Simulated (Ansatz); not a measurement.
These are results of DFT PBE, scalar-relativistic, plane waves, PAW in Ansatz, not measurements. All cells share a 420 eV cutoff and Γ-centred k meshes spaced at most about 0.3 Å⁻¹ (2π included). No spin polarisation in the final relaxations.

All energies are static (0 K, no zero-point motion).

Two relaxed structures of LiF:

1.

Space group Fm-3m (No. 225). a = 4.068 Å, b = 4.068 Å, c = 4.068 Å, α = 90.00°, β = 90.00°, γ = 90.00°
```csv
atom,site,symmetry,x,y,z
Li,4b,m-3m,0.5000,0.0000,0.0000
F,4a,m-3m,0.0000,0.0000,0.0000
```

2.

Space group P4/mmm (No. 123). a = 2.695 Å, b = 2.695 Å, c = 4.452 Å, α = 90.00°, β = 90.00°, γ = 90.00°
```csv
atom,site,symmetry,x,y,z
Li,1a,4/mmm,0.0000,0.0000,0.0000
F,1c,4/mmm,0.5000,0.5000,0.0000
```

Question: Which would you expect to be lower, and how large is the difference?

Answer: Cell 1 is lower, by 117 meV/atom. Cell 1 has the rock salt type, space group Fm-3m (No. 225), 8.4 Å³/atom and a gap of 8.83 eV on its mesh; cell 2 has space group P4/mmm (No. 123), 16.2 Å³/atom and a gap of 5.78 eV. Counting F atoms around Li (those within 1.25 times the shortest such distance or 1.15 times the sum of covalent radii), cell 1 has Li 6 and cell 2 has Li 4. Both come from invented guesses. The part of the Crystallography Open Database at hand lists LiF in space group No. 225; sharing a group (Fm-3m) doesn't make a cell the listed structure.

No dispersion correction is applied, so the spacing and binding between layers, chains or molecules are poorly described (P4/mmm), and this can change margins and order among such cells. Kohn–Sham gaps at this level usually fall short of measured ones. With atoms moved at random, Fm-3m came back. Other cells relaxed within their symmetry can be saddle points.
